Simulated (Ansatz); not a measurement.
Structure: a 2-atom cell of MgS (F-43m) from a materials database, at its r2SCAN minimum. It is cubic, F-43m (No. 216); a = 5.662 Å in the conventional setting, 22.69 Å³ an atom. Mg is surrounded by 4 S at 2.45 Å; S is surrounded by 4 Mg at 2.45 Å.

```yaml
crystal:
  lattice:
    - [0.00000, 2.83087, 2.83087]
    - [2.83087, 0.00000, 2.83087]
    - [2.83087, 2.83087, 0.00000]
  atoms:
    - { symbol: Mg, position: [0.00000, 0.00000, 0.00000] }
    - { symbol: S, position: [0.75000, 0.75000, 0.75000] }
```

The questions ask for values computed with Ansatz 0.2.0 on this geometry. (Simulation; spin polarisation is off.)

(1) Is there a gap with LDA, and of what kind?

(2) What does r2SCAN give for the gap (8×8×8 mesh)?

(3) Estimate the gap with PBE0 on 6×6×6.

(4) Estimate the gap with r2SCAN0 on 6×6×6.

(5) What does G0W0@PBE with 336 empty bands, a screening cutoff of 220 eV and a 4×4×4 mesh give?

(6) Roughly how does the cost of the DDH-PBE0 run (6×6×6) compare with r2SCAN's (8×8×8)?

(7) How strongly does the crystal screen a field with clamped ions (PBE)?

(8) Relaxed again with PBEsol, is the cell stable at the zone centre, and where do its optical modes lie?

(9) How do the levels compare, in gap and in cost?

Results:

(1) With LDA the gap is 3.18 eV and direct, at Γ.

(2) With r2SCAN the gap is 4.14 eV and direct, at Γ. The gap differs by +0.96 eV from LDA's.

(3) PBE0 gives a direct gap of 5.21 eV at Γ. The gap differs by +2.03 eV from LDA's.

(4) With r2SCAN0 the gap is 5.60 eV and direct, at Γ. The gap differs by +2.42 eV from LDA's.

(5) 5.09 eV (the shift on the mesh added to PBE's least gap). G0W0 moves the gap on the mesh from 3.46 eV (PBE) to 5.08 eV (direct at Γ). Renormalisation factors Z lie between 0.76 and 0.82. G0W0 values are finite-basis, finite-mesh values.

(6) About 13 times as much (50 core-seconds against 4 core-seconds, on 2 threads of Arm Neoverse V2, on a shared host).

(7) The clamped-ion dielectric constant comes out as 4.04 in all directions. Born charges, averaged over directions: Mg +1.89, S -1.89 e.

(8) The optical mode at Γ lies at 332 cm⁻¹ without the longitudinal term. With the long-range field the highest mode reaches 422 cm⁻¹. By the program's warning the force constants, and with them frequencies and ε⁰, aren't converged on this mesh.

(9) Taking G0W0@PBE (336 empty bands, 220 eV, 4×4×4), 5.09 eV, as the yardstick (a computed one, not at the basis limit), DDH-PBE0 comes nearest, +0.10 eV off, at about 13 times r2SCAN's cost; G0W0 itself took about 30 times r2SCAN's cost. The others: PBE0 +0.12, r2SCAN0 +0.51, HSE06 -0.56, r2SCAN -0.95, PBE -1.62, LDA -1.91, LC-ωPBE +4.43 eV. The yardstick still moved by +0.09 eV in its last step of bands and cutoff, so this order can change. r2SCAN covers 64 % of the step from PBE to HSE06, while HSE06 needs about 11 times r2SCAN's cost (on a coarser mesh). Among these functionals the gap stays direct.

The meshes of the hybrids are coarse, so their gaps aren't converged to the digits shown.
